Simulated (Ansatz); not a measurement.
An element in the sc structure gives these cold pressures by all-electron LAPW under PBE (Ansatz 0.2.0, scalar-relativistic, no spin polarisation).

```json
{"V (Å³/atom)": "10.26", "P (GPa)": "0.01"}
{"V (Å³/atom)": "9.02", "P (GPa)": "11.97"}
{"V (Å³/atom)": "8.00", "P (GPa)": "28.5"}
{"V (Å³/atom)": "6.97", "P (GPa)": "55.3"}
{"V (Å³/atom)": "5.95", "P (GPa)": "100.6"}
{"V (Å³/atom)": "5.13", "P (GPa)": "160.3"}
{"V (Å³/atom)": "4.41", "P (GPa)": "242.9"}
```

Task: Which element is it?

Result: Be. Its zero-pressure volume in this structure is near 10.3 Å³/atom; the volume and the steepness of P(V) together point to it, though neighbours can come close. Other candidates weren't computed, and some may come near.
